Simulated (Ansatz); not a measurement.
ZnO, h-MgO type: a field-response calculation (clamped ions) in the PAW code Ansatz (PBE). The cell was relaxed beforehand with r2SCAN.

The input:
```yaml
crystal:
  lattice:
    - [3.4165335104, 0.0, 0.0]
    - [-1.7082667552, 2.9588048129, 0.0]
    - [0.0, 0.0, 4.4775675786]
  atoms:
    - { symbol: Zn, position: [0.3333333333, 0.6666666667, 0.25] }
    - { symbol: Zn, position: [0.6666666667, 0.3333333333, 0.75] }
    - { symbol: O, position: [0.6666666667, 0.3333333333, 0.25] }
    - { symbol: O, position: [0.3333333333, 0.6666666667, 0.75] }
kpoints:
  mp_grid: { grid: [9, 9, 6] }
hamiltonian:
  xc: pbe
scf:
  occupations: { method: fixed }
dielectric: {}
```

Run as `ansatz run input.yaml --threads 2 --pin off --max-ram 2211MiB --backend cpu --events-out ev --progress --plain --runs-dir out`.

What the program printed (shortened):
```
Functional definition: PBE
Crystal: 4 atoms, lattice volume = 45.263 Å³
Basis set: ecut = 420 eV, 891 PW (Γ)
Bands: 22, of which v1, the nominal top of the filled ones, is band 18 counted from 1 (17 counted from 0)
Symmetry: 24 space group operations
k-points: 140 of 486 (irreducible under 2 space group operations, time reversal used)
SCF iter   1: HF=-7773.371240 eV  Δρ=1.82e-3  dr2=8.17e-4
SCF iter   2: HF=-7773.372093 eV  Δρ=5.70e-4  dr2=9.06e-5
SCF iter   3: HF=-7773.372141 eV  Δρ=4.70e-4  dr2=9.42e-5
SCF iter   4: HF=-7773.372181 eV  Δρ=2.53e-4  dr2=2.77e-5
SCF iter   5: HF=-7773.372193 eV  Δρ=7.13e-5  dr2=3.36e-6
SCF iter   6: HF=-7773.372198 eV  Δρ=2.82e-5  dr2=5.10e-7
SCF iter   7: HF=-7773.372198 eV  Δρ=8.24e-6  dr2=3.05e-8
SCF iter   8: HF=-7773.372198 eV  Δρ=1.19e-6  dr2=4.54e-10
SCF iter   9: HF=-7773.372198 eV  Δρ=2.18e-7  dr2=1.95e-11
SCF 1 converged in 9 iterations: F = -7773.372198 eV  dr2 = 1.95e-11
SCF 1 converged in 5 iterations: F = -7773.375982 eV  dr2 = 2.21e-8
Free energy (F): -7773.372198 eV
Fermi energy:    7.822524 eV
--- Dielectric response (ions clamped): 3 representative field directions + reference, inside a basis on a mesh of 1152 k-points ---
  ε∞ (high-frequency dielectric tensor):
        4.884023     0.000000     0.000000
        0.000000     4.884023     0.000000
        0.000000     0.000000     4.964580
  Born effective charges Z* (e; rows j = field, columns β = displacement):
    site 0:
         2.13079    0.00000    0.00000
         0.00000    2.13079    0.00000
         0.00000    0.00000    2.34146
    site 1:
         2.13079    0.00000    0.00000
         0.00000    2.13079    0.00000
         0.00000    0.00000    2.34146
    site 2:
        -2.13079    0.00000    0.00000
         0.00000   -2.13079    0.00000
         0.00000    0.00000   -2.34146
    site 3:
        -2.13079    0.00000    0.00000
         0.00000   -2.13079    0.00000
         0.00000    0.00000   -2.34146
  ε∞ is read to err by 1.7e-2, Z* by 1.7e-2 e
```

The electronic dielectric tensor ε∞ is 4.88 along x and y, 4.96 along z. Born charges, averaged over directions: Zn +2.20, O -2.20 e.

Computed, not measured; no magnetism was allowed, and whether the structure is a known phase isn't checked.
